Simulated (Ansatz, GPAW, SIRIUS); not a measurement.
## CdF2: 3 runs at one level of theory

```
CELL_PARAMETERS angstrom
0.00000 2.69400 2.69400
2.69400 0.00000 2.69400
2.69400 2.69400 0.00000
ATOMIC_POSITIONS crystal
Cd 0.00000 0.00000 0.00000
F 0.75000 0.75000 0.75000
F 0.25000 0.25000 0.25000
```

Alike in all runs: task band structure; functional PBE; k mesh 9 × 9 × 9; occupations fermi-dirac, width 0.05 eV; no spin polarisation; no spin-orbit coupling. Pressure is positive in compression and, in plane waves, holds the error of the finite cutoff. Gaps are the smaller of the mesh's and the band path's.

```csv
program and potentials,plane-wave cutoff (eV),notes,band gap (eV),pressure (GPa)
"Ansatz, all-electron LAPW, scalar-relativistic",-,-,3.09,5.43
"SIRIUS, all-electron FP-LAPW, apw+lo standard",-,-,3.10,-
"GPAW, GPAW PAW data sets (gpaw-data 1.2.1)",800,-,3.07,3.58
```

The band gap spans 3.07 (GPAW, GPAW PAW data sets (gpaw-data 1.2.1)) to 3.10 eV (SIRIUS, all-electron FP-LAPW, apw+lo standard), with all-electron results at 3.09 to 3.10. The pressure spans 3.58 (GPAW, GPAW PAW data sets (gpaw-data 1.2.1)) to 5.43 GPa (Ansatz, all-electron LAPW, scalar-relativistic), with all-electron results at 5.43. The paths' points differ, which is worth about 0.01 eV.

The functional is the same throughout but for its coding, so the spread measures potentials, basis and numerics; runs on potential files found faulty are left out.
